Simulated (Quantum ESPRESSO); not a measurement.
The system is Mo.

```
Mo
1.0
    -1.58381    1.58381    1.58381
     1.58381   -1.58381    1.58381
     1.58381    1.58381   -1.58381
Mo
1
Cartesian
  0.0000 0.0000 0.0000
```

Base run:

| Item | Value |
| --- | --- |
| Program | Quantum ESPRESSO 7.5 |
| Functional | LDA |
| Potentials or basis | PseudoDojo 0.4 FR PBE standard |
| Cutoff | 1088 eV |
| Density cutoff | 4354 eV |
| k mesh | 12 × 12 × 12 |
| Occupations | fermi-dirac, width 0.05 eV |
| Spin | spin-orbit coupling, no magnetisation |

Its results: band gap on the k mesh none (metal or under the smearing width); pressure -12.3 GPa.

Q: The run is repeated on the same cell with these changes: functional from LDA to PBEsol; potentials or basis from PseudoDojo 0.4 FR PBE standard to PseudoDojo 0.4 FR PBEsol standard. What comes out?

A: Band gap on the k mesh none (metal or under the smearing width); pressure -8.9 GPa.

Caveats: the potentials were made for another functional, which shifts forces and pressure (some runs).
